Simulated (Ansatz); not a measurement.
System: NaI (Fm-3m).

It takes space group Fm-3m (No. 225, cubic). The conventional cell has a = 6.473 Å, b = 6.473 Å, c = 6.473 Å, α = 90.00°, β = 90.00°, γ = 90.00°. Na has 6 I at 3.24 Å nearest. I has 6 Na at 3.24 Å nearest. Farther neighbours and most contacts between anions are not listed.

```xyz
2
Lattice="0.0000 3.2364 3.2364 3.2364 0.0000 3.2364 3.2364 3.2364 0.0000" Properties=species:S:1:pos:R:3 pbc="T T T"
Na    0.0000    0.0000    0.0000
I     3.2364    3.2364    3.2364
```

The cell and positions come from the Crystallography Open Database and are kept as given unless a step says otherwise. Spin-orbit coupling is left out unless a run names it. PAW set soft_2, made with PBE.

Gaps computed with Ansatz 0.2.0 without a self-energy: LDA 3.33 eV, PBE 3.64 eV, PBE+SOC 3.31 eV, r2SCAN 4.43 eV, HSE06 4.68 eV and PBE0 5.35 eV. The mean ε∞ by PBE perturbation theory is 3.37.

**Question.** What gap should G0W0 on PBE give (4×4×4 mesh, 435 empty bands, screening to 200 eV, default PAW files)?

About 5.66 eV: on its mesh the run moves the gap from 3.64 eV by +2.02 eV. Among the scalar-relativistic levels given, PBE0 is nearest (−0.31 eV). One-shot corrections scale roughly with one over ε∞, here 0.30. Spin-orbit coupling is not in that value; its −0.34 eV at the PBE level would bring it to about 5.32 eV. Bands and cutoff are finite, so the gap is not at the basis limit. The miss can reach some tenths of an eV and take either sign; the mesh is an error of its own. The many-body steps are scalar-relativistic: spin-orbit coupling is not in them.

[Paths, hosts, dates, memory and timing lines, banners, echoed tables and standing remarks are left out of the program output.]

[Logs are printed without paths, hosts, clocks, repeated set-up lines and the standing remarks that a program may print on its own settings, such as how far it seeks lower states.]

[Runs of the session that timed out or met a known fault of the program may be left out.]

[Cells called generated may have been cut or substituted from an entry of the Crystallography Open Database or the Materials Project.]

[Hosts, paths, dates, database ids (printed as entryN), source tags and the programs' standing remarks are cut or masked in the printed files.]
